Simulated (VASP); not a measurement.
Crystal: Rb.

```xyz
2
Lattice="-2.3790 2.3790 8.4887 2.3790 -2.3790 8.4887 2.3790 2.3790 -8.4887" Properties=species:S:1:pos:R:3 pbc="T T T"
Rb    0.0000    0.0000    8.4887
Rb    2.3790    0.0000    4.2443
```

This isn't the form of Rb at room conditions, which is bcc.

```yaml
Program: VASP 6.6.1
Task: single point
Functional: PBE
Potentials_or_basis: VASP PAW PBE potentials, release 64 (Rb_sv)
Cutoff: 520 eV
k_mesh: 8 × 8 × 8
Occupations: fermi-dirac, width 0.05 eV
Spin: no spin polarisation
```

On this cell: pressure 0.0 GPa; largest force under 0.003 eV/Å; band gap on the k mesh none (metal or under the smearing width).

The same run follows on a disturbed copy (atoms moved at random, drawn with an rms of 0.05 Å):

```
CELL_PARAMETERS angstrom
-2.37899 2.37899 8.48867
2.37899 -2.37899 8.48867
2.37899 2.37899 -8.48867
ATOMIC_POSITIONS crystal
Rb 0.50020 0.51135 0.01025
Rb 0.25096 0.75759 0.50090
```

Problem. What does the disturbed cell give?

Solution. The energy (extrapolated to zero smearing) moves by +0.3 meV/atom; pressure 0.0 GPa; largest force 0.021 eV/Å; band gap on the k mesh none (metal or under the smearing width).

Forces in eV/Å, atoms in the order of the input:
```
Rb  -0.001  0.000  0.021
Rb   0.001  0.000 -0.021
```
